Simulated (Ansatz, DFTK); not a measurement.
Given: the input of a run of DFTK 0.8.2 on PbF2 (Fluorocronite). 

File run.jl:

```julia
using DFTK
using PseudoPotentialData
using Unitful, UnitfulAtomic
using LinearAlgebra, Printf
include("save.jl")
disable_threading()

# lattice vectors are the columns
lattice = austrip(1u"Å") * [           0.0        2.96366        2.96366;
                  2.96366            0.0        2.96366;
                  2.96366        2.96366            0.0]
symbols   = [:Pb, :F, :F]
positions = [[0.0, 0.0, 0.0],
             [0.75, 0.75, 0.75],
             [0.25, 0.25, 0.25]]
pseudopotentials = PseudoFamily("dojo.nc.sr.pbe.v0_4_1.standard.upf")
elements = Dict(s => ElementPsp(s, pseudopotentials) for s in unique(symbols))
atoms    = [elements[s] for s in symbols]

build_model(lattice, positions; symmetries=true) =
    model_DFT(lattice, atoms, positions;
              functionals=PBE(),
              temperature=austrip(0.05u"eV"),
              smearing=Smearing.FermiDirac(),
              symmetries)
Ecut  = 42.0  # hartree
kgrid = [8, 8, 8]
tol   = 1e-6
to_GPa = ustrip(uconvert(u"GPa", 1u"hartree/bohr^3"))

model = build_model(lattice, positions)
basis = PlaneWaveBasis(model; Ecut, kgrid)
display(basis)
scfres = self_consistent_field(basis;
                               tol,
                               nbandsalg=AdaptiveBands(model; n_bands_converge=19))
display(scfres.energies)
@printf "Fermi level: %.6f eV\n" ustrip(auconvert(u"eV", something(scfres.εF, NaN)))
forces = compute_forces_cart(scfres)
println("Forces (eV/Å)")
for (s, f) in zip(symbols, forces)
    @printf "%-3s %12.6f %12.6f %12.6f\n" s ustrip.(auconvert.(u"eV/Å", f))...
end
stress = compute_stresses_cart(scfres)
println("Stress (GPa)")
display(round.(stress * to_GPa; digits=4))
println("Levels at the first k-point (eV): ", round.(ustrip.(auconvert.(u"eV", scfres.eigenvalues[1][1:scfres.n_bands_converge])); digits=4))
save_scf!(scfres; forces, stress)
```

Potentials or basis: dojo.nc.sr.pbe.v0_4_1.standard.upf (PBE).

Launch:

```console
$ julia --threads=1 run.jl  # save.jl only writes the numbers to a file and isn't shown; printed stress counts tension as positive; times include loading and compiling
```

**Question.** Translate it to Ansatz 0.2.0. Potentials or basis there: Ansatz PAW (earlier soft set), cutoff 420 eV.

**Answer.** As run (cutoffs and basis follow the program's own potentials, and thresholds, step limits or extra output files can differ):

File input.yaml:

```yaml
crystal:
  lattice:
    - [0.0, 2.96366, 2.96366]
    - [2.96366, 0.0, 2.96366]
    - [2.96366, 2.96366, 0.0]
  atoms:
    - { symbol: Pb, position: [0.0, 0.0, 0.0] }
    - { symbol: F, position: [0.75, 0.75, 0.75] }
    - { symbol: F, position: [0.25, 0.25, 0.25] }
hamiltonian:
  xc: pbe
  pseudopotentials: { kind: paw, azcp: { folder: soft_1 } }
kpoints:
  mp_grid: { grid: [8, 8, 8] }
scf:
  occupations: { method: fermi_dirac, width: 0.05 }
output:
  forces: true
  stress: true
  eigenvalues: true
```

Potentials or basis: Ansatz PAW soft_1.

Launch:

```console
$ ansatz run input.yaml --threads 1 --pin off --max-ram 3584MiB --backend cpu --events-out ev --progress --plain --runs-dir out
```

Both were run:

|  | DFTK | Ansatz |
| --- | --- | --- |
| Pressure | 2.7 GPa | 2.7 GPa |

Ansatz's pressure holds a Pulay term of +0.27 GPa for its cutoff of 420 eV, which the other run lacks.

Where Ansatz's input types no cutoff or centring, it takes its own default and a Γ-centred mesh.

Pressure is positive in compression.
